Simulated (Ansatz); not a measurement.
A free-standing 1T monolayer of PtS2, relaxed with r2SCAN in Ansatz. In-plane lattice: a = 3.538 Å, b = 3.538 Å, γ = 120.0°; thickness between the outer nuclei 2.48 Å. Pt has 6 S at 2.39 Å; S has 3 Pt at 2.39 Å.

The axes x, y and z are those of this cell:
```
CELL_PARAMETERS angstrom
3.53800 0.00000 0.00000
-1.76900 3.06400 0.00000
0.00000 0.00000 29.68496
ATOMIC_POSITIONS crystal
Pt 0.00000 0.00000 0.30318
S 0.33333 0.66667 0.34494
S 0.66667 0.33333 0.26142
```
Periodic in the plane only; c spans the vacuum.

Unstrained: The PBE gap is indirect, 1.811 eV (k = (-0.141, 0.151, 0) to Γ–M (0.47 of the way from Γ)), below the direct gap of 1.936 eV at Γ–M (0.47 of the way from Γ). With r2SCAN the valence top lies at Γ–K (0.50 of the way from Γ) and the conduction bottom at Γ–M (0.47 of the way from Γ), 2.046 eV higher; the smallest vertical gap, at Γ–M (0.47 of the way from Γ), is 2.185 eV. The HSE06 gap is indirect, 2.667 eV (Γ–K (0.50 of the way from Γ) to Γ–M (0.47 of the way from Γ)), below the direct gap of 2.819 eV at Γ–M (0.47 of the way from Γ). Meshes: PBE 12×12×1, r2SCAN 12×12×1, HSE06 6×6×1. Strains are changes of length per length, and xy shears are angles. After each strain the atoms were relaxed again with r2SCAN within the symmetry that the strain leaves, so tilts or polar shifts that break it weren't tested; points keep the names that they have in the unstrained zone. The calculation is spin-unpolarised, and the structure need not be a phase that has been made.

Task: Estimate what uniaxial +1.0 % along y, other directions held does to the gap.

Result: PBE: the gap goes from 1.811 to 1.766 eV (-0.045 eV); the edges go from (-0.141, 0.151, 0) → Γ–M (0.47) to Γ–K (0.50) → Γ–M (0.47).

Task: Estimate what in-plane biaxial +4.0 % does to the gap.

Result: PBE: the gap goes from 1.811 to 1.543 eV (-0.268 eV); the edges go from (-0.141, 0.151, 0) → Γ–M (0.47) to (0.151, 0.156, 0) → Γ–M (0.49).

Task: Estimate what xy shear, engineering strain (angle) -1.5 % does to the gap.

Result: PBE: the gap goes from 1.811 to 1.779 eV (-0.032 eV); the edges go from (-0.141, 0.151, 0) → Γ–M (0.47) to (0.120, 0.042, 0) → (0.234, -0.237, 0).

Task: Estimate what uniaxial +2.5 % along x, other directions held does to the gap.

Result: PBE: the gap goes from 1.811 to 1.705 eV (-0.106 eV); the edges go from (-0.141, 0.151, 0) → Γ–M (0.47) to (0.151, 0.172, 0) → (0.240, -0.005, 0).

Spin-orbit coupling is left out, which matters wherever the heavy atoms make up the band edges.

Where an edge lies off the special points, it is a point of the mesh or the k point where a search put PBE's edge or least direct gap, reused for the other functionals, whose own edges may lie a little apart.

Coordinates of k points refer to the reciprocal vectors of the primitive cell of the runs.

The meshes of the hybrids are coarse, so their gaps aren't converged to the digits shown.
